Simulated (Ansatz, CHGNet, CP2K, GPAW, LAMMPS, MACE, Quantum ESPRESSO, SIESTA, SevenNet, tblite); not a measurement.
## Liquid Al2O3 at 2500 K (95 atoms) in CP2K

Wanted: CP2K inputs and outputs for liquid Al2O3 at 2500 K (95 atoms), checked against a plane-wave reference.

Main program and level: CP2K 2026.2; the method is named at each step.

**1. The structure**

The cell holds 95 atoms: 38 Al and 57 O. Cell: a = 10.461 Å, b = 10.461 Å, c = 10.461 Å, α = 90.0°, β = 90.0°, γ = 90.0°. 95 atoms (38 Al, 57 O) placed at random at 2.81 g/cm³, melted at 4500 K for 20 ps at fixed volume with the Morse and Coulomb pair potential with partial charges (Pedone, Malavasi, Menziani, Cormack and Segre, J. Phys. Chem. B 110, 11780 (2006)). Snapshot at the end of a hold of 20 ps at 2500 K and fixed volume.

The yardstick, on the same geometry:

* method: Kohn-Sham DFT, PBE, PAW, plane waves (Ansatz 0.2.0); cutoff 420 eV, Γ point, fermi-dirac smearing of 0.05 eV; PAW set soft_2
* r.m.s. force component: 2.712 eV/Å
* longest force: 13.66 eV/Å
* pressure: 4.095 GPa
* gap (highest filled to lowest empty level): 1.409 eV
* SCF cycles: 10
* time: 14 s on 4 threads of Arm Neoverse V2, shared host
* CPU time: 51 s

**2. PBE, DZVP-MOLOPT-SR, 600/50 Ry, OT DIIS**

Method: Kohn-Sham DFT, PBE, GTH-PBE pseudopotentials, Gaussian and plane waves, DZVP-MOLOPT-SR-GTH, orbital transformation.

Input file input.inp:

```
&GLOBAL
  PROJECT cell
  RUN_TYPE ENERGY_FORCE
  PRINT_LEVEL LOW
&END GLOBAL
&FORCE_EVAL
  METHOD QS
  STRESS_TENSOR ANALYTICAL
  &DFT
    BASIS_SET_FILE_NAME BASIS_MOLOPT
    POTENTIAL_FILE_NAME GTH_POTENTIALS
    &MGRID
      CUTOFF 600
      REL_CUTOFF 50
      NGRIDS 5
    &END MGRID
    &QS
      EPS_DEFAULT 1.0E-12
    &END QS
    &SCF
      SCF_GUESS ATOMIC
      EPS_SCF 1.0E-06
      MAX_SCF 30
      &OT
        MINIMIZER DIIS
        PRECONDITIONER FULL_ALL
        ENERGY_GAP 0.001
      &END OT
      &OUTER_SCF
        EPS_SCF 1.0E-06
        MAX_SCF 8
      &END OUTER_SCF
      &PRINT
        &RESTART OFF
        &END RESTART
      &END PRINT
    &END SCF
    &XC
      &XC_FUNCTIONAL PBE
      &END XC_FUNCTIONAL
    &END XC
    &PRINT
      &MULLIKEN ON
      &END MULLIKEN
      &HIRSHFELD ON
        SHAPE_FUNCTION DENSITY
      &END HIRSHFELD
      &MO_CUBES
        NHOMO 1
        NLUMO 4
        WRITE_CUBE F
      &END MO_CUBES
    &END PRINT
  &END DFT
  &SUBSYS
    &CELL
      A 10.46110 0.00000 0.00000
      B 0.00000 10.46110 0.00000
      C 0.00000 0.00000 10.46110
    &END CELL
    &COORD
      Al 3.25257 5.43496 2.27131
      Al 7.58513 7.47592 5.43098
      Al 2.72282 2.53263 8.35852
      Al 9.29762 0.72569 1.99933
      Al 9.41928 6.52135 2.99690
      Al 7.13886 2.23135 10.46047
      Al 7.32580 4.15975 1.82787
      Al 9.28130 3.14774 8.85103
      Al 7.05266 9.02186 3.00129
      Al 6.99053 5.10292 7.68933
      Al 8.65666 10.34143 9.27596
      Al 1.10616 7.47425 4.76691
      Al 0.63488 4.01759 6.35993
      Al 7.44119 1.68748 3.04428
      Al 5.05679 4.38310 9.92737
      Al 1.14214 10.44541 3.64674
      Al 10.12729 1.63340 5.71961
      Al 2.24830 9.19782 6.75390
      Al 1.77546 2.59425 2.59990
      Al 5.47639 9.67683 0.91022
      Al 2.01512 5.63236 8.89528
      Al 3.99760 1.61624 0.46249
      Al 2.91896 8.95177 9.52347
      Al 4.22932 6.93843 7.70450
      Al 3.70292 3.72530 5.82505
      Al 1.12771 0.43780 10.39384
      Al 0.80990 7.25791 0.33172
      Al 6.63840 10.25188 5.57775
      Al 8.40539 7.69257 0.29134
      Al 6.24716 7.80827 8.90104
      Al 0.68070 4.67716 3.96538
      Al 9.70591 9.20336 6.46098
      Al 6.23774 2.07360 7.63012
      Al 9.52598 6.00363 8.06791
      Al 7.77385 4.29208 4.72821
      Al 5.21496 6.12822 5.17082
      Al 3.58481 8.84099 3.72781
      Al 4.48478 1.42135 3.59422
      O 3.43699 0.03212 4.09144
      O 1.97589 2.68631 6.65995
      O 4.49670 2.57992 6.94345
      O 6.76300 3.67321 7.19410
      O 4.14260 10.21464 0.42441
      O 3.28845 1.88750 1.93321
      O 1.72912 8.62298 3.65071
      O 0.83814 2.16900 3.78232
      O 6.80296 9.56427 10.10971
      O 6.65587 0.78667 6.82074
      O 8.47129 4.65707 8.55980
      O 6.29151 0.81105 4.03296
      O 6.20354 8.69799 5.03744
      O 5.15335 2.30050 9.81335
      O 8.58867 6.60179 6.67460
      O 0.38633 6.36349 3.69904
      O 9.74263 10.07090 8.00672
      O 1.90120 4.23978 2.67877
[... 35 atom lines left out ...]
      O 3.31669 8.42945 5.77746
      O 0.46071 4.96180 7.84018
      O 2.64321 1.58224 9.91691
      O 9.67756 10.33619 0.06842
    &END COORD
    &KIND Al
      BASIS_SET DZVP-MOLOPT-SR-GTH-q3
      POTENTIAL GTH-PBE-q3
    &END KIND
    &KIND O
      BASIS_SET DZVP-MOLOPT-SR-GTH-q6
      POTENTIAL GTH-PBE-q6
    &END KIND
  &END SUBSYS
  &PRINT
    &FORCES ON
    &END FORCES
    &STRESS_TENSOR ON
    &END STRESS_TENSOR
  &END PRINT
&END FORCE_EVAL
```

Command:

```bash
$ OMP_NUM_THREADS=1 mpirun -np 4 cp2k.psmp -i input.inp > output.txt
```

Numbers of over 12 decimals in the logs are rounded to 6 here.

The log of the run:

```text
CP2K| version string:                                       CP2K version 2026.2
 CP2K| Input file name                                                 input.inp
 GLOBAL| Basis set file name                                        BASIS_MOLOPT
 GLOBAL| Potential file name                                      GTH_POTENTIALS
 GLOBAL| Run type                                                   ENERGY_FORCE
 GLOBAL| Total number of message passing processes                             4
 GLOBAL| Number of threads for this process                                    1
 TOTAL NUMBERS AND MAXIMUM NUMBERS
  Total number of            - Atomic kinds:                                   2
                             - Atoms:                                         95
                             - Shell sets:                                    95
                             - Shells:                                       475
                             - Primitive Cartesian functions:                437
                             - Cartesian basis functions:                   1330
                             - Spherical basis functions:                   1235
  Maximum angular momentum of- Orbital basis functions:                        2
                             - Local part of the GTH pseudopotential:          2
                             - Non-local part of the GTH pseudopotential:      2
 SCF PARAMETERS         Density guess:                                    ATOMIC
                        max_scf:                                              30
                        eps_scf:                                        1.00E-06
                        Outer loop SCF in use
                        eps_scf                                         1.00E-06
                        max_scf                                                8
 Extrapolation method: initial_guess
 Number of electrons:                                                        456
[... lines left out ...]
  Step     Update method      Time    Convergence         Total energy    Change
[... lines left out ...]
  Total energy:                                              -996.547364
[... lines left out ...]
                                         using   7 DIIS vectors
                                         safer DIIS on
  Preconditioner : FULL_ALL            : diagonalization, state selective
  Precond_solver : DEFAULT
  stepsize       :    0.15000000                  energy_gap     :    0.00100000
  eps_taylor     :   0.10000E-15                  max_taylor     :             4
  ----------------------------------- OT ---------------------------------------
  Step     Update method      Time    Convergence         Total energy    Change
[...]
6 OT DIIS     0.15E+00    3.5     0.00000157      -996.5500728729 -1.04E-07
     7 OT DIIS     0.15E+00    3.5     0.00000050      -996.5500728923 -1.94E-08
  *** SCF run converged in     7 steps ***
  Electronic density on regular grids:       -456.0000000011       -0.0000000011
  Core density on regular grids:              455.9999999996       -0.0000000004
  Total charge density on r-space grids:       -0.0000000016
  Total charge density g-space grids:          -0.0000000016
  Overlap energy of the core charge distribution:               1.44932e-06
  Self energy of the core charge distribution:              -2581.385845
  Core Hamiltonian energy:                                    731.742131
  Hartree energy:                                            1088.783849
  Exchange-correlation energy:                               -235.690209
  Total energy:                                              -996.550073
  outer SCF iter =    2 RMS gradient =   0.50E-06 energy =       -996.5500728923
  outer SCF loop converged in   2 iterations or   37 steps
 !-----------------------------------------------------------------------------!
                     Mulliken Population Analysis
 #  Atom  Element  Kind  Atomic population                           Net charge
       1     Al       1          1.858661                              1.141339
       2     Al       1          2.053218                              0.946782
       3     Al       1          1.791343                              1.208657
[...]
94     O        2          6.688303                             -0.688303
      95     O        2          6.682092                             -0.682092
 # Total charge                            456.000000                 -0.000000
 !-----------------------------------------------------------------------------!
 !-----------------------------------------------------------------------------!
                           Hirshfeld Charges
  #Atom  Element  Kind  Ref Charge     Population                    Net charge
      1       Al     1       3.000          2.367                         0.633
      2       Al     1       3.000          2.588                         0.412
      3       Al     1       3.000          2.421                         0.579
[...]
94       O      2       6.000          6.326                        -0.326
     95       O      2       6.000          6.342                        -0.342
  Total Charge                                                           -0.000
 !-----------------------------------------------------------------------------!
  Eigenvalues of the occupied subspace spin            1
      -0.60986890     -0.59429933     -0.59152889     -0.58530249
      -0.57672053     -0.57106382     -0.56563877     -0.56457154
      -0.56082329     -0.55961578     -0.55322649     -0.55251864
[...]
0.14521106      0.14692431      0.14844355      0.15168041
 Fermi Energy [eV] :    4.127434
  Using OT eigensolver for additional unoccupied orbitals spin            1
  Lowest Eigenvalues of the unoccupied subspace spin            1
 OT| Eigensolver reached convergence in 205 iterations
       0.20061466      0.24695092      0.25457741      0.27257032
 HOMO - LUMO gap [eV] :    1.331569
 ENERGY| Total FORCE_EVAL ( QS ) energy [hartree]           -996.550073
 FORCES| Atomic forces [hartree/bohr]
 FORCES|   Atom     x               y               z               |f|
 FORCES|      1  2.89397547E-02 -7.31209395E-03  9.76203547E-04   2.98651820E-02
 FORCES|      2  1.67767636E-02  2.80848443E-03  3.42813427E-02   3.82695419E-02
 FORCES|      3  1.71964227E-02  3.29566656E-03 -3.50060602E-02   3.91408050E-02
[...]
FORCES|     94 -7.07544112E-02 -6.65207951E-03 -3.55820605E-02   7.94765368E-02
 FORCES|     95  4.58189480E-02  1.52422418E-02  1.02351349E-01   1.13170228E-01
 FORCES| Sum    -5.89954282E-03 -1.35822283E-02  3.11238206E-04
 FORCES| Total atomic force                                       1.48114280E-02
 STRESS| Analytical stress tensor [bar]
 STRESS|                        x                   y                   z
 STRESS|      x        2.56837383951E+04   1.30590055080E+04   1.32412405733E+04
 STRESS|      y        1.30590055080E+04   2.47551889098E+04   3.43776520953E+04
 STRESS|      z        1.32412405733E+04   3.43776520953E+04   5.87128711736E+04
 STRESS| 1/3 Trace                                             3.63839328262E+04
```

Wall time 2.4 min (4 MPI ranks of Arm Neoverse V2, shared host); peak memory 2.8 GiB; 9.7 min of CPU time.

Banners, paths, timers and routine set-up lines are dropped from the logs unmarked, and long logs keep their key lines alone; longer cuts are marked.

Against the reference:

```yaml
r_m_s_force_component: 2.672 eV/Å
r_m_s_difference_of_force_components: 94.83 meV/Å
longest_difference_of_force_vectors: 740.7 meV/Å
force_difference_over_r_m_s_force: 3.497 %
slope_of_forces_against_the_reference_s: 0.9847
correlation_of_force_components: 0.9995
spacing_of_highest_filled_and_lowest_empty_level: 1.332 eV
gap_difference: -0.0771 eV
pressure: 3.638 GPa
pressure_difference: -0.4564 GPa
```

Length of the force difference by element (eV/Å):

```csv
element,atoms,mean,most
Al,38,0.13,0.74
O,57,0.12,0.72
```

The surroundings of O55, which has 2 bonded neighbours where the commonest count for O is 3, nearest first, numbered as they follow in the input and with coordinates relative to it.

```csv
atom,x,y,z,distance (Å),bonds,Hirshfeld charge (e),Fx,Fy,Fz (eV/Å)
O55,0.00,0.00,0.00,0.00,2,-0.38,0.08,-0.75,-2.18
Al11,-1.09,0.27,1.27,1.69,4,0.51,-3.26,0.10,-1.96
Al32,-0.04,-0.87,-1.55,1.77,4,0.55,0.73,1.28,2.45
O95,-0.07,0.27,2.52,2.54,3,-0.34,2.36,0.78,5.26
O82,-1.71,-0.96,-1.90,2.73,3,-0.34,2.85,1.05,-0.39
O62,-1.79,1.92,1.12,2.85,4,-0.28,-0.75,2.55,-0.92
O76,1.55,-1.70,-1.81,2.93,3,-0.30,-3.67,-0.77,-0.09
O84,1.10,0.67,-2.68,2.97,3,-0.33,1.10,-6.03,-1.30
Al17,0.38,2.02,-2.29,3.08,4,0.59,-3.85,6.60,0.96
O85,3.09,0.02,0.08,3.09,2,-0.38,0.52,0.94,3.53
Al26,1.85,0.83,2.39,3.13,5,0.64,-2.48,0.36,-0.38
O87,0.13,3.11,-0.74,3.19,3,-0.34,0.44,-1.79,-4.46
O59,0.64,-3.00,1.06,3.25,2,-0.38,0.77,0.83,3.01
Al18,2.97,-0.87,-1.25,3.34,4,0.52,-0.08,-1.10,0.03
```

Forces lie 3.5 % from the reference's, at 11 times its CPU time.

The forces add up to 0.76 eV/Å instead of zero, usually a sign of too coarse a grid.

**3. PBE, SZV-MOLOPT-SR, 600/50 Ry, OT DIIS**

Method: Kohn-Sham DFT, PBE, GTH-PBE pseudopotentials, Gaussian and plane waves, SZV-MOLOPT-SR-GTH, orbital transformation.

Changes to input.inp since step 2:

```diff
@@ -61,6 +61,31 @@
     &COORD
-[... 95 atom lines left out: the same atoms as in the first run ...]
+      SCALED
+      Al 0.31092 0.51954 0.21712
+      Al 0.72508 0.71464 0.51916
+      Al 0.26028 0.24210 0.79901
+      Al 0.88878 0.06937 0.19112
+      Al 0.90041 0.62339 0.28648
+      Al 0.68242 0.21330 0.99994
+      Al 0.70029 0.39764 0.17473
+      Al 0.88722 0.30090 0.84609
+      Al 0.67418 0.86242 0.28690
+      Al 0.66824 0.48780 0.73504
+      Al 0.82751 0.98856 0.88671
+      Al 0.10574 0.71448 0.45568
+      Al 0.06069 0.38405 0.60796
+      Al 0.71132 0.16131 0.29101
+      Al 0.48339 0.41899 0.94898
+      Al 0.10918 0.99850 0.34860
+      Al 0.96809 0.15614 0.54675
+      Al 0.21492 0.87924 0.64562
+      Al 0.16972 0.24799 0.24853
+      Al 0.52350 0.92503 0.08701
+[... 71 atom lines left out ...]
+      O 0.31705 0.80579 0.55228
+      O 0.04404 0.47431 0.74946
+      O 0.25267 0.15125 0.94798
+      O 0.92510 0.98806 0.00654
     &END COORD
     &KIND Al
-      BASIS_SET DZVP-MOLOPT-SR-GTH-q3
+      BASIS_SET SZV-MOLOPT-SR-GTH-q3
       POTENTIAL GTH-PBE-q3
@@ -68,3 +93,3 @@
     &KIND O
-      BASIS_SET DZVP-MOLOPT-SR-GTH-q6
+      BASIS_SET SZV-MOLOPT-SR-GTH-q6
       POTENTIAL GTH-PBE-q6
```

Command:

```bash
$ OMP_NUM_THREADS=2 cp2k.psmp -i input.inp > output.txt
```

The log of the run:

```text
CP2K| version string:                                       CP2K version 2026.2
 CP2K| Input file name                                                 input.inp
 GLOBAL| Basis set file name                                        BASIS_MOLOPT
 GLOBAL| Potential file name                                      GTH_POTENTIALS
[... lines left out ...]
  Total energy:                                              -991.830559
[... lines left out ...]
  Step     Update method      Time    Convergence         Total energy    Change
[... lines left out ...]
  *** SCF run converged in    10 steps ***
[... lines left out ...]
  Total energy:                                              -991.871539
[... lines left out ...]
  outer SCF loop converged in   2 iterations or   40 steps
[... lines left out ...]
 Fermi Energy [eV] :    5.853246
[... lines left out ...]
 OT| Eigensolver reached convergence in 91 iterations
[... lines left out ...]
 ENERGY| Total FORCE_EVAL ( QS ) energy [hartree]           -991.871539
[... lines left out ...]
 FORCES|      1  1.28156979E-02  1.16682677E-02 -1.78869221E-03   1.74238344E-02
 FORCES|      2  1.06444316E-02 -1.22684299E-02  3.95243709E-02   4.27316533E-02
 FORCES|      3  1.79597389E-02 -1.78136950E-02 -3.49990831E-02   4.31835127E-02
[...]
FORCES|     94 -7.84874009E-02 -3.91834217E-03 -3.65648155E-02   8.66753209E-02
 FORCES|     95  5.37043807E-02  2.06494979E-02  1.26116379E-01   1.38621438E-01
 FORCES| Sum    -6.77059933E-03 -1.56011266E-02  5.24384699E-04
 FORCES| Total atomic force                                       1.70150271E-02
 STRESS| Analytical stress tensor [bar]
 STRESS|                        x                   y                   z
 STRESS|      x        1.77475251832E+05   1.64293885477E+03   8.32376988388E+03
 STRESS|      y        1.64293885477E+03   1.70212979507E+05   4.84775888481E+04
 STRESS|      z        8.32376988388E+03   4.84775888481E+04   2.20938138677E+05
 STRESS| 1/3 Trace                                             1.89542123339E+05
```

The job ended after 2.9 min (2 threads; peak memory 1.6 GiB).

Numbers from this run, and their distance from the reference:

| Quantity | Value |
| --- | --- |
| r.m.s. force component | 3.19 eV/Å |
| r.m.s. difference of force components | 674.3 meV/Å |
| longest difference of force vectors | 2428 meV/Å |
| force difference over r.m.s. force | 24.86 % |
| slope of forces against the reference's | 1.161 |
| correlation of force components | 0.9869 |
| gap (highest filled to lowest empty level) | 0.8736 eV |
| gap difference | -0.5351 eV |
| pressure | 18.95 GPa |
| pressure difference | 14.86 GPa |

This is a coarse setting, run to see what it loses.

Against the first run (3.5 %), the force difference from the reference is 25 %, at 0.56 times the CPU time (on 2 against 4 cores), with 380 basis functions against 1235: the smaller basis costs accuracy.

The forces add up to 0.87 eV/Å instead of zero, usually a sign of too coarse a grid.

(Continued in part 2 of 2.)

[Also dropped from logs without a mark: logging warnings of Python, and SIESTA's first energy breakdown and zero terms.]

[Logs are printed without paths, hosts, clocks, repeated set-up lines and the standing remarks that a program may print on its own settings, such as how far it seeks lower states.]

[Hosts, paths, dates, database ids (printed as entryN), source tags and the programs' standing remarks are cut or masked in the printed files.]
